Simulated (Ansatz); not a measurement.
Crystal: Ge.

```
CELL_PARAMETERS angstrom
-2.57449 2.57449 1.39741
2.57449 -2.57449 1.39741
2.57449 2.57449 -1.39741
ATOMIC_POSITIONS crystal
Ge 0.50000 0.50000 0.00000
Ge 0.25000 0.75000 0.50000
```

This isn't the form of Ge at room conditions, which is diamond.

| Quantity | Value |
| --- | --- |
| Program | Ansatz 0.2.0 |
| Task | relaxation of cell and atoms |
| Functional | revPBE |
| Potentials or basis | all-electron LAPW, scalar-relativistic |
| Basis error allowed | 0.001 eV/atom |
| k mesh | 11 × 11 × 11 |
| Occupations | fermi-dirac, width 0.05 eV |
| Spin | no spin polarisation |

At the start: volume 18.52 Å³/atom.

**Question.** Where does the relaxation end?

**Answer.** Over 6 steps the energy falls by 15.5 meV/atom and the volume is 19.68 Å³/atom (+6.3 %); space group I4_1/amd (No. 141, to 0.05 Å).

The path:
```tsv
step	energy change (eV)	largest force (eV/Å)	volume (Å³)
1	0.0000	0.0000	37.05
2	-0.0293	0.0000	39.84
3	-0.0308	0.0000	39.41
4	-0.0310	0.0000	39.33
5	-0.0310	0.0000	39.37
6	-0.0310	0.0000	39.37
```

Final structure:
```xyz
2
Lattice="-2.6307 2.6307 1.4221 2.6307 -2.6307 1.4221 2.6307 2.6307 -1.4221" Properties=species:S:1:pos:R:3 pbc="T T T"
Ge    0.0000    0.0000    1.4221
Ge    2.6307    0.0000    0.7111
```
